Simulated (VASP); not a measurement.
Input of a VASP 6.6.1 run:

File INCAR:

```
PREC = Accurate
ENCUT = 520
EDIFF = 1E-6
ISMEAR = 1
SIGMA = 0.1
LREAL = F
LASPH = T
NELM = 80
ALGO = Fast
ISIF = 2
LWAVE = F
LCHARG = T
GGA = PE
LELF = T
LVHAR = T
NBANDS = 10
```

File KPOINTS:

```
regular mesh
0
Gamma
  20 20 20
```

The input POSCAR:

```
Li
1.0
    3.4336063063      0.0000000000      0.0000000000
    0.0000000000      3.4336063063      0.0000000000
    0.0000000000      0.0000000000      3.4336063063
Li
2
Direct
    0.0000000000      0.0000000000      0.0000000000
    0.5000000000      0.5000000000      0.5000000000
```

Potentials or basis: VASP PAW PBE potentials, release 64 (Li_sv).

Run with:

```bash
$ cat potpaw_PBE.64/Li_sv/POTCAR > POTCAR
$ mpirun -np 1 vasp_std > vasp.out
```

(1) What does it give for the band gap on the k mesh?

## Answers

(1) none (metal or under the smearing width).
